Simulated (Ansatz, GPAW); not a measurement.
# Ballistic transport through a C6 chain between two Ga chains, from relaxation to T(E), part 4 of 4

Aim: the conductance of a C6 chain between two Ga chains after relaxation, and whether geometry, basis or functional moves it most.

GPAW 26.7.0 and Ansatz 0.2.0; Ansatz plane waves; relaxation of the junction with the lead ends held (the session's first sound run).

So far, transmission at the Fermi level (one spin): step 3 (plane-wave reference (PBE)) 0.350; step 4 (double-zeta polarised basis, PBE, GPAW) 0.381; step 5 (GPAW, szp: basis = "szp(dzp)", PBE, GPAW) 0.361; step 6 (GPAW, sz: basis = "sz(dzp)", PBE, GPAW) 0.331; step 7 (RPBE in the dzp basis: xc = "RPBE") 0.371. Also open channels of the lead at the Fermi level (one spin): step 4 3.

## Step 8: Without the relaxation: geometry = "as built"

Level of this step: GPAW LCAO, PAW setups; Landauer transmission from Green's functions with principal layers (ASE), zero bias (GPAW).

The dzp basis with PBE on the structure as first built shows what the relaxation was worth.

File run.py:

```python
import json
import numpy as np
from ase import Atoms
from ase.transport.calculators import TransportCalculator
from gpaw import GPAW, FermiDirac
from gpaw.lcao.tools import get_lcao_hamiltonian
from scipy.linalg import eigh

# The junction with lead layers at both ends, along the third cell vector
device = Atoms(
    ['Ga', 'Ga', 'Ga', 'Ga', 'Ga', 'Ga', 'C', 'C', 'C', 'C', 'C', 'C', 'Ga', 'Ga', 'Ga', 'Ga', 'Ga', 'Ga'],
    positions=[
        [4.50000, 4.50000, 1.27500],
        [4.50000, 4.50000, 3.82500],
        [4.50000, 4.50000, 6.37500],
        [4.50000, 4.50000, 8.92500],
        [4.50000, 4.50000, 11.47500],
        [4.50000, 4.50000, 14.02500],
        [4.50000, 4.50000, 15.87340],
        [4.50000, 4.50000, 17.10340],
        [4.50000, 4.50000, 18.44340],
        [4.50000, 4.50000, 19.67340],
        [4.50000, 4.50000, 21.01340],
        [4.50000, 4.50000, 22.24340],
        [4.50000, 4.50000, 24.09180],
        [4.50000, 4.50000, 26.64180],
        [4.50000, 4.50000, 29.19180],
        [4.50000, 4.50000, 31.74180],
        [4.50000, 4.50000, 34.29180],
        [4.50000, 4.50000, 36.84180]],
    cell=[[9.0, 0.0, 0.0], [0.0, 9.0, 0.0], [0.0, 0.0, 38.1168]],
    pbc=True)

# One principal layer of the lead: the first 3 atoms of the device
lead = Atoms(
    ['Ga', 'Ga', 'Ga'],
    positions=[
        [4.50000, 4.50000, 1.27500],
        [4.50000, 4.50000, 3.82500],
        [4.50000, 4.50000, 6.37500]],
    cell=[[9.0, 0.0, 0.0], [0.0, 9.0, 0.0], [0.0, 0.0, 7.65]],
    pbc=True)

settings = dict(mode='lcao', basis='dzp', xc='PBE', h=0.2,
                occupations=FermiDirac(0.1), maxiter=250,
                mixer=dict(beta=0.1, nmaxold=8, weight=100.0),
                convergence=dict(density=0.0001))
energies = np.arange(-2, 2 + 1e-9, 0.025)
eta = 0.0001
n1, n2 = 1, 1
# k and -k transmit alike, so half of the mesh across the current serves
mesh = [(i, j) for i in range(n1) for j in range(n2) if (i, j) <= (-i % n1, -j % n2)]
weights = np.array([1 if (i, j) == (-i % n1, -j % n2) else 2 for i, j in mesh]) / (n1 * n2)

# [... helper functions left out ...]
fermi_lead = ground_state(lead, (1, 1, 15), 'lead.txt')
fermi_device = ground_state(device, (1, 1, 2), 'device.txt')
# [... loop over the mesh left out, but for ...]
        # Shift the lead onto the potential of the device's first layer
        shift = ((H[:, 0, 0] - H0[:, 0, 0]) / S0[0, 0]).real.mean()
# [...]
kT = 8.617333e-5 * 300
bias = [0.1, 0.2, 0.5, 1.0, 1.5, 2.0]
# [... integrals and printing left out ...]
```

The run is started by

```sh
OMP_NUM_THREADS=1 OPENBLAS_NUM_THREADS=1 python run.py
```

Numbers of over 12 decimals in the logs are rounded to 6 here.

What it wrote:

```text
basis functions: device 234, principal layer 39
Fermi level: lead -2.8498 eV, device -2.9521 eV; lead shifted by 0.0061 eV
largest coupling past the next layer 6.03e-05 eV, largest misfit of the first layer 0.011 eV
  E-E_F (eV)   T (one spin)  channels
    -2.000    1.5211e-05    1.0000
    -1.975    1.5162e-05    1.0000
    -1.950    1.5117e-05    1.0000
[...]
1.975    1.9792e+00    3.0000
     2.000    1.9800e+00    3.0000
conductance at 300 K: 1.4927 G0 a cell; thermopower -9.804 uV/K
current from the zero-bias T(E) at 0.1 V: 11.5 uA
current from the zero-bias T(E) at 0.2 V: 22.607 uA
current from the zero-bias T(E) at 0.5 V: 49.949 uA
current from the zero-bias T(E) at 1.0 V: 84.466 uA
current from the zero-bias T(E) at 1.5 V: 121.55 uA
current from the zero-bias T(E) at 2.0 V: 160.04 uA
```

It took 66 s on 1 thread of Intel Xeon 6975P-C (Granite Rapids), shared host; peak memory 1.2 GiB.

Numbers from this step:

- conductance: 1.493 G₀
- thermopower: -9.804 μV/K
- largest coupling past the next principal layer: 6.03e-5 eV
- largest misfit of the first principal layer: 0.01054 eV
- shift that aligns the lead: 0.006090 eV
- transmission at the Fermi level (one spin): 1.516

The conductance, 1.49 G₀, lies 287 % above that of the dzp run.

## Step 9: All levels side by side

Times are wall times on the hardware named with each run. The series side by side:

```
no.       run  conductance (G₀)  time  memory (GiB)
  1    pw PBE            0.3546  85 s           3.9
  2       dzp            0.3854  89 s           1.2
  3       szp            0.3675  84 s           1.2
  4        sz            0.3372  53 s           1.1
  5  dzp RPBE            0.3762  85 s           1.2
  6   asbuilt             1.493  66 s           1.2
```

## Step 10: The levels side by side

The curves are compared point by point over the common energies.

This step: comparison of transmission and cost over codes, levels and geometry (GPAW 26.7.0).

Ladder, by row:

```
    step    code  T at the Fermi level (sum over the listed spins)  conductance (G0)  r.m.s. T(E) from the first  wall time (s)  peak memory (GiB)  threads
  pw-pbe  Ansatz                                              0.35            0.3546                           0          85.35              3.895        4
     dzp    GPAW                                            0.3809            0.3854                     0.06201          89.02               1.22        1
     szp    GPAW                                            0.3607            0.3675                      0.1504          84.45               1.19        1
      sz    GPAW                                            0.3308            0.3372                      0.1656          53.36               1.08        1
dzp-RPBE    GPAW                                            0.3713            0.3762                      0.0584          85.36               1.22        1
 asbuilt    GPAW                                             1.516             1.493                      0.3841          65.86               1.22        1
```

The transmission, zone mean, sum over the listed spins by energy, zero at the Fermi level:

```
energy (eV)   pw-pbe      dzp      szp       sz  dzp-RPBE  asbuilt
    -2.0000    0.630    0.731    0.161   0.0148     0.824   1.5e-5
    -1.7500   0.0845   0.0759   0.0231   1.5e-7    0.0599   1.5e-5
    -1.5000        0   6.1e-8  6.7e-10   1.7e-4    0.0129   8.2e-6
    -1.2500  0.00557  0.00627  0.00262  0.00155   0.00651   1.2e-5
    -1.0000  0.00447  0.00488  0.00300  0.00198   0.00478   1.3e-5
    -0.7500  0.00468  0.00511  0.00381  0.00284   0.00494   1.3e-5
    -0.5000  0.00660  0.00723  0.00611  0.00503   0.00694   1.3e-5
    -0.2500   0.0304   0.0320   0.0204   0.0186    0.0325   5.1e-5
     0.0000    0.350    0.381    0.361    0.331     0.371     1.52
     0.2500    0.985     1.06     1.21     1.15      1.05     1.68
     0.5000     1.69     1.74     1.93     1.93      1.73     1.85
     0.6250     1.84     1.87     1.99     1.98      1.86     1.92
     0.6500     1.87     1.89     1.99     1.98      1.88     1.93
     0.7500     1.93     1.94     1.97     1.96      1.93     1.97
     1.0000     1.98     1.98     1.86     1.83      1.98     2.00
     1.2500     1.94     1.94     1.74     1.70      1.94     1.99
     1.5000     1.85     1.89     1.74     1.70      1.89     1.97
     1.7500     1.68     1.79     1.78     1.76      1.78     1.97
     2.0000     1.64     1.71     1.81     1.81      1.70     1.98
```

## Step 11: Basis sz(dzp), functional revPBE

A smaller basis is cheaper in every inversion. The functional moves levels against the Fermi level.

This step: GPAW LCAO, PAW setups; Landauer transmission from Green's functions with principal layers (ASE), zero bias (GPAW 26.7.0).

Changes to run.py since step 8:

```diff
@@ -16,12 +16,12 @@
         [4.50000, 4.50000, 8.92500],
-        [4.50000, 4.50000, 11.47500],
-        [4.50000, 4.50000, 14.02500],
-        [4.50000, 4.50000, 15.87340],
-        [4.50000, 4.50000, 17.10340],
-        [4.50000, 4.50000, 18.44340],
-        [4.50000, 4.50000, 19.67340],
-        [4.50000, 4.50000, 21.01340],
-        [4.50000, 4.50000, 22.24340],
-        [4.50000, 4.50000, 24.09180],
-        [4.50000, 4.50000, 26.64180],
+        [4.51653, 3.33745, 11.42163],
+        [4.55731, 4.52175, 13.92230],
+        [4.56787, 4.08844, 15.83986],
+        [4.58055, 4.12756, 17.09198],
+        [4.59413, 4.13551, 18.43429],
+        [4.60779, 4.14031, 19.68086],
+        [4.62372, 4.14559, 21.02316],
+        [4.65514, 4.12342, 22.27550],
+        [4.41867, 4.50680, 24.18995],
+        [5.12205, 3.52696, 26.68686],
         [4.50000, 4.50000, 29.19180],
@@ -43,3 +43,3 @@
 
-settings = dict(mode='lcao', basis='dzp', xc='PBE', h=0.2,
+settings = dict(mode='lcao', basis='sz(dzp)', xc='revPBE', h=0.2,
                 occupations=FermiDirac(0.1), maxiter=250,
```

What it wrote:

```text
basis functions: device 72, principal layer 12
Fermi level: lead -3.1507 eV, device -3.4201 eV; lead shifted by -0.0202 eV
largest coupling past the next layer 5.77e-05 eV, largest misfit of the first layer 0.039 eV
  E-E_F (eV)   T (one spin)  channels
    -2.000    1.2424e-02    1.0000
    -1.975    1.1348e-02    1.0000
    -1.950    1.0409e-02    1.0000
    -1.925    9.5847e-03    1.0000
    -1.900    8.8596e-03    1.0000
    -1.875    8.2169e-03    1.0000
    -1.850    7.6390e-03    1.0000
    -1.825    7.1025e-03    1.0000
    -1.800    6.5680e-03    1.0000
    -1.775    5.9517e-03    1.0000
    -1.750    5.0294e-03    1.0000
    -1.725    3.0168e-03    1.0000
    -1.700    1.6170e-08    0.0000
    -1.675    1.8784e-09    0.0000
    -1.650    7.7545e-10    0.0000
    -1.625    4.9856e-10    0.0000
[...]
1.825    1.7668e+00    3.0000
     1.850    1.7718e+00    3.0000
     1.875    1.7770e+00    3.0000
     1.900    1.7823e+00    3.0000
     1.925    1.7878e+00    3.0000
     1.950    1.7934e+00    3.0000
     1.975    1.7988e+00    3.0000
     2.000    1.8038e+00    3.0000
conductance at 300 K: 0.32667 G0 a cell; thermopower -39.62 uV/K
current from the zero-bias T(E) at 0.1 V: 2.5518 uA
current from the zero-bias T(E) at 0.2 V: 5.2335 uA
current from the zero-bias T(E) at 0.5 V: 15.776 uA
current from the zero-bias T(E) at 1.0 V: 47.3 uA
current from the zero-bias T(E) at 1.5 V: 85.431 uA
current from the zero-bias T(E) at 2.0 V: 122.29 uA
```

It took 49 s on 1 thread; peak memory 1.1 GiB.

Numbers from this step:

```yaml
conductance: 0.3267 G₀
thermopower: -39.62 μV/K
largest_coupling_past_the_next_principal_layer: 5.77e-5 eV
largest_misfit_of_the_first_principal_layer: 0.03919 eV
shift_that_aligns_the_lead: -0.02017 eV
basis_functions_of_the_junction: 72
basis_functions_of_a_principal_layer: 12
transmission_at_the_fermi_level_one_spin: 0.3200
```

One spin. Table of transmission, zone mean by energy, zero at the Fermi level:

energy (eV), transmission, zone mean and a bar:
```
   -2.000       0.01 
   -1.900       0.01 
   -1.800       0.01 
   -1.700       0.00 
   -1.600       0.00 
   -1.500       0.00 
   -1.400       0.00 
   -1.300       0.00 
   -1.200       0.00 
   -1.100       0.00 
   -1.000       0.00 
   -0.900       0.00 
   -0.800       0.00 
   -0.700       0.00 
   -0.600       0.00 
   -0.500       0.00 
   -0.400       0.01 
   -0.300       0.01 
   -0.200       0.05 #
   -0.100       0.17 ###
    0.000       0.32 #####
    0.100       0.53 ########
    0.200       0.90 ##############
    0.300       1.39 #####################
    0.400       1.76 ###########################
    0.500       1.93 #############################
    0.600       1.98 ##############################
    0.625       1.98 ##############################
    0.700       1.97 ##############################
    0.800       1.94 #############################
    0.900       1.89 #############################
    1.000       1.83 ############################
    1.100       1.77 ###########################
    1.200       1.72 ##########################
    1.300       1.69 ##########################
    1.400       1.68 #########################
    1.500       1.69 ##########################
    1.600       1.72 ##########################
    1.700       1.74 ##########################
    1.800       1.76 ###########################
    1.900       1.78 ###########################
    2.000       1.80 ###########################
```

Crossings of the lead's bands, unfolded to its shortest repeat. Table of open channels, zone mean by energy, zero at the Fermi level:

energy (eV), open channels, zone mean and a bar:
```
   -2.000       1.00 ##########
   -1.800       1.00 ##########
   -1.600       0.00 
   -1.400       1.00 ##########
   -1.200       1.00 ##########
   -1.000       1.00 ##########
   -0.800       1.00 ##########
   -0.600       1.00 ##########
   -0.400       1.00 ##########
   -0.200       3.00 ##############################
    0.000       3.00 ##############################
    0.200       3.00 ##############################
    0.400       3.00 ##############################
    0.600       3.00 ##############################
    0.800       3.00 ##############################
    1.000       3.00 ##############################
    1.200       3.00 ##############################
    1.400       3.00 ##############################
    1.600       3.00 ##############################
    1.800       3.00 ##############################
    2.000       3.00 ##############################
```

Not self-consistent under bias; the bias window is split evenly. Table of current through one cell, from the zero-bias transmission by bias:

```
bias (V)  current through one cell, from the zero-bias transmission (μA)
   0.100                                                            2.55
   0.200                                                            5.23
   0.500                                                            15.8
   1.000                                                            47.3
   1.500                                                            85.4
   2.000                                                             122
```

Table of transmission of the three most open eigenchannels by energy, zero at the Fermi level:

```
energy (eV)  channel 1  channel 2  channel 3
     -2.000     0.0124          0          0
     -1.900    0.00886          0          0
     -1.800    0.00657          0          0
     -1.700     1.6e-8          0          0
     -1.600    4.3e-10          0          0
     -1.500     4.1e-4          0          0
     -1.400    0.00132          0          0
     -1.300    0.00157          0          0
     -1.200    0.00170          0          0
     -1.100    0.00182          0          0
     -1.000    0.00199          0          0
     -0.900    0.00224          0          0
     -0.800    0.00258          0          0
     -0.700    0.00308          0          0
     -0.600    0.00382          0          0
     -0.500    0.00493          0          0
     -0.400    0.00670          0          0
     -0.300    0.00983    2.4e-11          0
     -0.200     0.0387     0.0123     1.9e-8
     -0.100      0.103     0.0697     5.7e-8
      0.000      0.187      0.133     9.2e-8
      0.100      0.286      0.243     1.3e-7
      0.200      0.475      0.420     1.6e-7
      0.300      0.793      0.599     2.1e-7
      0.400      0.969      0.794     2.7e-7
      0.500      0.998      0.932     3.7e-7
      0.600      0.998      0.983     5.0e-7
      0.700      0.988      0.987     6.9e-7
      0.800      0.984      0.957     9.7e-7
      0.900      0.971      0.921     1.4e-6
      1.000      0.943      0.890     1.9e-6
      1.100      0.900      0.872     2.7e-6
      1.200      0.873      0.846     3.7e-6
      1.300      0.891      0.796     5.1e-6
      1.400      0.923      0.756     6.8e-6
      1.500      0.961      0.733     8.7e-6
      1.600      0.989      0.729     1.1e-5
      1.700      0.998      0.744     1.3e-5
      1.800      0.991      0.771     1.4e-5
      1.900      0.988      0.795     1.5e-5
      2.000      0.996      0.808     1.6e-5
```

The conductance, 0.327 G₀, lies 15 % below that of the dzp run.

## Step 12: Results

| Quantity | Value |
| --- | --- |
| conductance | 0.385 G₀ |
| transmission at the Fermi level, mean of the spins | 0.381 |
| thermopower | -34.3 μV/K |
| open channels of the lead there | 3 |

In words: In the dzp basis the junction conducts 0.385 G₀ at 300 K, with T = 0.381 a spin at the Fermi level; the szp basis reaches that conductance within 10 %. Relaxation moved atoms by up to 1.2 Å and took the conductance from 1.49 to 0.385 G₀, as a ratio a larger change than the step from dzp to the minimal basis. Plane waves (PBE) give T = 0.350 there. The scatterer reflects about 87 % of the incoming channels at the Fermi level. At the Fermi level two eigenchannels carry the current (0.21 and 0.17). The negative thermopower says that the thermally weighted transmission is larger above the Fermi level, as for electron-like transport. Measured against the first run (pw-pbe), the nearest curve is that of dzp-RPBE (r.m.s. 0.058) and the farthest that of asbuilt (0.38). Over the compared runs wall time goes from 53 s (sz) to 89 s (dzp), on a shared host; the plane-wave run used 4 threads and the orbital runs 1. The leads kept an estimated spacing and the cell its length, so the junction may be under some tension or compression. Energies count from the junction cell's Fermi level; in the run with T = 0.381 there, the aligned lead's own level lies at -0.017 eV, where T interpolates to 0.351; the finite cell leaves the answer open by at least that much. An evenly spaced straight chain is an idealisation: free chains tend to dimerise, zigzag or, where a band edge lies near the Fermi level, turn magnetic. The currents use the zero-bias T(E) throughout, which holds only while the bias is small against the distance to the nearest feature.

[Logs are printed without paths, hosts, clocks, repeated set-up lines and the standing remarks that a program may print on its own settings, such as how far it seeks lower states.]

[Hosts, paths, dates, database ids (printed as entryN), source tags and the programs' standing remarks are cut or masked in the printed files.]
